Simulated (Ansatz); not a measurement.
# TiH: the cost of one run

Computed with Ansatz 0.2.0 (DFT PBE, scalar-relativistic, plane waves, PAW, unless a step's input says otherwise).

1 further run of the same task is left out (it didn't finish).

**1. The starting structure**

Symmetry: P-3m1, No. 164, trigonal system. The conventional cell has a = 3.260 Å, b = 3.260 Å, c = 7.731 Å, α = 90.00°, β = 90.00°, γ = 120.00°. Around Ti (site symmetry -3m) lie 6 H at 1.63 Å. Ti (site symmetry 3m) has 3 H at 2.49 Å as nearest neighbours. H (site symmetry 2/m) is surrounded by 4 H at 1.63 Å and 2 Ti at 1.63 Å.

Coordinates:

```
Ti H
1.0
     3.26008    0.00000    0.00000
    -1.63004    2.82331    0.00000
     0.00000    0.00000    7.73107
Ti H
3 3
Cartesian
  0.0000 0.0000 0.0000
  0.0000 1.8822 5.4236
  1.6300 0.9411 2.3075
  1.6300 0.0000 0.0000
  -0.8150 1.4117 0.0000
  0.8150 1.4117 0.0000
```

Recipe of the guess: random cell by space group and Wyckoff sites (P-3m1, No. 164). Lengths come from tabulated atomic sizes and are only a guess.

**2. A first look at the guess**

input.yaml reads:

```yaml
crystal:
  lattice:
    - [3.26008267, 0.0, 0.0]
    - [-1.63004134, 2.82331441, 0.0]
    - [0.0, 0.0, 7.73106666]
  atoms:
    - { symbol: Ti, position: [0.0, 0.0, 0.0] }
    - { symbol: Ti, position: [0.33333333, 0.66666667, 0.7015297] }
    - { symbol: Ti, position: [0.66666667, 0.33333333, 0.2984703] }
    - { symbol: H, position: [0.5, 0.0, 0.0] }
    - { symbol: H, position: [0.0, 0.5, 0.0] }
    - { symbol: H, position: [0.5, 0.5, 0.0] }
basis:
  ecutwfc: 420
kpoints:
  mp_grid: { grid: [6, 6, 2] }
hamiltonian:
  xc: pbe
scf:
  occupations: { method: gaussian, width: 0.1 }
  lower_state_search: "off"
output:
  forces: true
  stress: true
  eigenvalues: true
```

On the command line:

```sh
$ ansatz run input.yaml --threads 1 --pin off --max-ram 2560MiB --backend cpu --events-out ev --progress --plain --runs-dir out
```

**Question.** How long does this run take on 1 thread of Intel Xeon Platinum 8488C (Sapphire Rapids), shared host, and how much memory does it need?

About 1.2 s, with a peak of 0.39 GiB.
